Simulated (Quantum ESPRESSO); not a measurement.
**LiCl: phonons with AM05**

**Experimental background.**

A printed reference work, monograph reports, for a bulk crystal of LiCl: high-frequency dielectric constant 2.75.

The system is LiCl.

```
Cl Li
1.0
     0.00000    2.56477    2.56477
     2.56477    0.00000    2.56477
     2.56477    2.56477    0.00000
Cl Li
1 1
Direct
  0.50000 0.50000 0.50000
  0.00000 0.00000 0.00000
```

```json
{"Program": "Quantum ESPRESSO 7.5", "Task": "phonons", "Functional": "AM05", "Potentials or basis": "PseudoDojo 0.4.1 SR PBE standard", "Cutoff": "1007 eV", "Density cutoff": "4027 eV", "k mesh": "4 × 4 × 4, shifted", "Occupations": "fermi-dirac, width 0.05 eV", "Spin": "no spin polarisation", "Mixing beta": "0.5", "Most SCF iterations": "120", "SCF threshold": "4e-10 Ry"}
```

| Item | Value |
| --- | --- |
| Relaxed volume | 16.79 Å³/atom |
| Relaxed cell | a = 3.622 Å, b = 3.622 Å, c = 3.622 Å, α = 60.00°, β = 60.00°, γ = 60.00° |
| Space group after relaxing (to 0.05 Å) | Fm-3m (No. 225) |
| Pressure after relaxing | 0.0 GPa |
| Electronic dielectric tensor (diagonal) | 2.99 |
| Born charges (mean of the diagonal) | Cl -1.18; Li +1.18 e |
| Highest phonon frequency at Γ, LO-TO splitting left out | 176 cm⁻¹ |
| Most unstable mode | 28i cm⁻¹ |
| Static dielectric tensor (diagonal) | 13.95 |

Final structure:
```
Cl Li
1.0
     0.00000    2.56085    2.56085
     2.56085    0.00000    2.56085
     2.56085    2.56085    0.00000
Cl Li
1 1
Cartesian
  2.5609 2.5609 2.5609
  0.0000 0.0000 0.0000
```

Levels at points of the mesh, in eV from the valence-band top:
| k point | band 1 | band 2 | band 3 | band 4 | band 5 | band 6 | band 7 | band 8 | band 9 | band 10 |
| --- | --- | --- | --- | --- | --- | --- | --- | --- | --- | --- |
| (0.12, 0.12, 0.12) | -42.77 | -13.30 | -0.49 | 0.00 | 0.00 | 6.80 | 11.04 | 11.72 | 11.72 | 12.99 |

Phonon frequencies in cm⁻¹ (negative: imaginary):
| q point | frequencies |
| --- | --- |
| (0.000, 0.000, 0.000) | -28 -28 -28 176 176 176 |

Electronic dielectric tensor:
```
2.99 0.00 0.00
0.00 2.99 0.00
0.00 0.00 2.99
```

Born effective charge tensors (e):
atom 1, Cl
```
-1.18  0.00  0.00
 0.00 -1.18  0.00
 0.00  0.00 -1.18
```
atom 2, Li
```
1.18 0.00 0.00
0.00 1.18 0.00
0.00 0.00 1.18
```

Optical modes at Γ, degenerate ones joined, polar ones without the macroscopic field:
| cm⁻¹ | components | symmetry | active in | IR intensity, summed ((D/Å)²/amu) |
| --- | --- | --- | --- | --- |
| 180 | 3 | T1u | IR | 16.70 |

Zone-centre frequencies without and with the macroscopic field along z (cm⁻¹):
```csv
,optical modes in rising order
without,180 180 180
with the field,180 180 388
```

Static dielectric tensor, electrons and zone-centre modes:
```
13.95  0.00  0.00
 0.00 13.95  0.00
 0.00  0.00 13.95
```

Wall time 46 s on 1 thread of Intel(R) Xeon(R) 6975P-C (Granite Rapids), with other jobs on the host, peak memory 0.07 GiB.

Measured high-frequency dielectric constant of LiCl: 2.75 (a printed reference work, monograph). This calculation gives 2.99 (+8.7 %).

Caveat: the potentials were made for another functional, which shifts forces and pressure; before the sum rule the acoustic modes lie tens of cm⁻¹ from zero, a sign that the density grid also shifts the optical modes.
